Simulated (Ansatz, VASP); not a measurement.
Given: the input of a run of VASP 6.6.1 on CuO.

File INCAR:

```
SYSTEM = CuO
PREC = Accurate
ENCUT = 520
EDIFF = 1E-6
ISMEAR = -1
SIGMA = 0.05
LREAL = .FALSE.
LASPH = .TRUE.
NELM = 60
ALGO = Normal
ISIF = 2
LWAVE = .FALSE.
LCHARG = .FALSE.
GGA = PE
NBANDS = 16
```

Contents of KPOINTS:

```
regular mesh
0
G
  10 10 10
  0 0 0
```

POSCAR

```
CuO
1.0
    2.5861406542      0.0000000000      0.0000000000
    0.0000000000      2.5861406542      0.0000000000
    0.0000000000      0.0000000000      2.5861406542
Cu O
1 1
Direct
    0.0000000000      0.0000000000      0.0000000000
    0.5000000000      0.5000000000      0.5000000000
```

Potentials or basis: VASP PAW PBE potentials, release 64 (Cu, O).

Run with:

```sh
$ cat potpaw_PBE.64/Cu/POTCAR potpaw_PBE.64/O/POTCAR > POTCAR
$ mpirun -np 1 vasp_std > vasp.out
```

Question: Translate it to Ansatz 0.2.0. Potentials there: all-electron LAPW, scalar-relativistic.

Answer: As run (the cutoff follows the program's own potentials):

Contents of input.yaml:

```yaml
crystal:
  lattice:
    - [2.5861406542, 0.0, 0.0]
    - [0.0, 2.5861406542, 0.0]
    - [0.0, 0.0, 2.5861406542]
  atoms:
    - { symbol: Cu, position: [0.0, 0.0, 0.0] }
    - { symbol: O, position: [0.5, 0.5, 0.5] }
kpoints:
  mp_grid: { grid: [10, 10, 10] }
scf:
  occupations: { method: fermi_dirac, width: 0.05 }
hamiltonian:
  xc: pbe
  pseudopotentials: { kind: all_electron, lapw: { basis_error: 0.0005 } }
output:
  forces: true
  stress: true
  eigenvalues: true
```

Potentials or basis: all-electron LAPW, scalar-relativistic.

Launch:

```console
$ ansatz run input.yaml --threads 1 --pin off --max-ram 3072MiB --backend cpu --events-out ev --progress --plain --runs-dir out
```

Both were run:

|  | VASP | Ansatz | Ansatz less VASP |
| --- | --- | --- | --- |
| gap on the k mesh at the Fermi level (eV) | none | none | - |
| pressure (GPa) | 11.4 | 11.2 | -0.18 |

A gap of «none» marks a metal or a gap that the smearing closes. Ansatz ran all-electron here, so the differences hold the error of VASP's frozen core and of both bases.

Caveats: an odd number of electrons without spin polarisation forces a metal; a magnetic or distorted state may lie lower; the run has no spin polarisation, though such a crystal can be magnetic; semilocal functionals often make such compounds metallic where correlation or magnetic order opens a gap, which also shifts bond lengths.
